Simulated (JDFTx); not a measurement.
Runs of JDFTx 1.7.0 (patched build) on AlN. The structure is cubic, space group F-43m (No. 216). The conventional cell has a = 4.368 Å, b = 4.368 Å, c = 4.368 Å, α = 90.00°, β = 90.00°, γ = 90.00°. Al (site symmetry -43m) is surrounded by 4 N at 1.89 Å. N (site symmetry -43m) has 4 Al at 1.89 Å as nearest neighbours. Measurements of this composition are mostly on another form, of space group No. 186.

| task | level | potentials or basis | k mesh | cutoff (eV) | local potential set to -Z/r beyond | max SCF steps | SCF threshold on the energy | solver of the electrons | pseudo rcut | mesh quality | gap on the mesh (eV) | pressure (GPa) | V0 of scaled cells (Å³/atom) | B0 (GPa) |
| --- | --- | --- | --- | --- | --- | --- | --- | --- | --- | --- | --- | --- | --- | --- |
| equation of state | PBEsol | PseudoDojo-SR-PBEsol-0.4.1-standard with smoothed tails | 10 × 10 × 10 | 1143 | 6 bohr | 100 | 1e-09 Ha | scf | 6 | not flagged | - | - | 10.48 | 201 |
| single point | PBEsol | PseudoDojo-SR-PBEsol-0.4.1-standard with smoothed tails | 10 × 10 × 10 | 1143 | 6 bohr | 100 | 1e-09 Ha | scf | 6 | not flagged | 3.19 | 1.2 | - | - |
| single point | PBEsol | PseudoDojo-SR-PBEsol-0.4.1-standard | 10 × 10 × 10 | 1143 | - | 100 | 1e-09 Ha | scf | - | not flagged | 3.19 | 1.2 | - | - |
| equation of state | PBEsol | PseudoDojo-SR-PBEsol-0.4.1-standard | 10 × 10 × 10 | 1143 | - | 100 | 1e-09 Ha | scf | - | not flagged | - | - | 10.48 | 201 |
| single point | HSEsol | PseudoDojo-SR-PBE-0.5-standard | 4 × 4 × 4 | 980 | - | 100 | 1e-07 Ha | scf | - | coarse | (a) | -1.3 | - | - |

Alike in all rows: no spin polarisation; cell as given; smearing fermi-dirac 0.05 eV.

Question: Fill in the values left out.

Answer: (a) 4.30.

Caveats: some runs use coarse meshes; the empty levels aren't tightly converged (some runs); versions of the library of functionals differ on this one, in energies and forces (some runs); the hybrid runs on potentials with a model core (some runs); the potentials were made for another functional, which shifts forces and pressure (some runs).

A k mesh can miss the band edges.

Not every run made on this cell is shown here.
